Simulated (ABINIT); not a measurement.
CuO:

```
Cu O
1.0
     2.87950    0.00000    0.00000
     0.03907    2.87928    0.00000
     0.01750    0.01724    5.17634
Cu O
2 2
Direct
  0.00000 0.50000 0.00000
  0.50000 0.00000 0.50000
  0.99842 0.00167 0.74989
  0.00158 0.99833 0.25011
```

The cell comes from a database or a generator and needn't be the stable form of this composition.

| Property | Result |
| --- | --- |
| Program | ABINIT 10.8.3 (patched build) |
| Task | single point |
| Functional | PBEsol |
| Potentials or basis | JTH PAW PBE v2.0 |
| Cutoff | 707 eV |
| k mesh | 9 × 9 × 5 |
| Occupations | fermi-dirac, width 0.05 eV |
| Spin | no spin polarisation |

On this cell: pressure -1.8 GPa; largest force 0.013 eV/Å; band gap on the k mesh none (metal or under the smearing width).

The same run follows on a disturbed copy (atoms moved at random, drawn with an rms of 0.05 Å):

```
Cu O
1.0
     2.87950    0.00000    0.00000
     0.03907    2.87928    0.00000
     0.01750    0.01724    5.17634
Cu O
2 2
Direct
  0.98699 0.50655 0.99987
  0.48639 0.00099 0.50254
  0.99593 0.99062 0.74703
  0.00004 0.99172 0.25001
```

Q: What does the disturbed cell give?

A: The energy (extrapolated to zero smearing) moves by +7.8 meV/atom; pressure -1.4 GPa; largest force 0.665 eV/Å; band gap on the k mesh none (metal or under the smearing width).

Forces on the atoms (eV/Å):
```
Cu   0.128 -0.653 -0.012
Cu   0.523 -0.121 -0.314
O   -0.334  0.404  0.283
O   -0.317  0.370  0.044
```

Stress tensor (GPa, compression positive):
```
-0.04  0.04 -0.12
 0.04 -0.62 -0.23
-0.12 -0.23 -3.60
```

Caveats: the PAW data sets were made with another functional, which shifts forces and pressure a little; the run has no spin polarisation, though such a crystal can be magnetic; semilocal functionals often make such compounds metallic where correlation or magnetic order opens a gap, which also shifts bond lengths.
